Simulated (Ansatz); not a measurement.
Runs of Ansatz 0.2.0 on Ru. It takes space group P6_3/mmc (No. 194, hexagonal). The conventional cell has a = 2.706 Å, b = 2.706 Å, c = 4.282 Å, α = 90.00°, β = 90.00°, γ = 120.00°. Ru (site symmetry -6m2) has 12 Ru at 2.65 to 2.71 Å as nearest neighbours. 

| task | level | potentials or basis | spin | U | cell | k mesh | cutoff (eV) | smearing | start of the occupations | double counting | hubbard projectors | scf convergence dr2 threshold | basis error allowed | other keys | mesh quality | gap on the mesh (eV) | pressure (GPa) | moment (μB) |
| --- | --- | --- | --- | --- | --- | --- | --- | --- | --- | --- | --- | --- | --- | --- | --- | --- | --- | --- |
| relaxation of the atoms | LDA+U | all-electron LAPW, scalar-relativistic | off | Ru d U = 5.3 eV | atoms relaxed from: atoms moved at random, drawn with an rms of 0.15 Å | 8 × 8 × 4 | - | fermi-dirac 0.1 eV | auto | fll | ortho-atomic | - | 0.002 eV/atom | - | coarse | none | -15.8 | - |
| elastic constants | RPBE-LYP | all-electron PAW datasets made for the crystal | off | - | as given | - | 340 | fermi-dirac 0.15 eV | - | - | - | - | - | - | not flagged | none | (a) | - |
| phonons | PBEsol+D4 | all-electron PAW datasets made for the crystal | collinear, random start | - | as given | 14 × 14 × 8 | 280 | fermi-dirac 0.05 eV | - | - | - | 1e-11 | - | kpoints.mp_grid.grid = 14 × 14 × 8; … | not flagged | none | - | 0.00 |
| single point | r2SCAN+D3(BJ)+ATM | all-electron PAW datasets made for the crystal | collinear, antiferromagnetic start | - | as given | 11 × 11 × 6 | 280 | gaussian 0.15 eV | - | - | - | - | - | - | not flagged | none | -3.7 | 0.00 |

Q: Fill in the values left out.

A: (a) 23.9.

Caveats: some runs use coarse meshes; a metal's response needs a denser mesh (some runs); pairwise dispersion overbinds metals, which lowers pressure and volume (some runs); U is the effective U less J, on atomic orbitals that reach past the spheres (some runs); U without spin polarisation on a metal has little footing (some runs); the U is typed as a test and isn't derived for this compound (some runs); the cell is more than 3 GPa from zero pressure, which shifts response properties (some runs); the datasets are made anew for each crystal, so energies of different cells compare to about 1 meV per atom (some runs).

A k mesh can miss the band edges, and the runs leave out spin-orbit coupling on Ru.

A gap of «none» marks a metal or a gap under the smearing width.

The runs don't all hold the same shells in valence.

Runs at the PBE level aren't shown here.
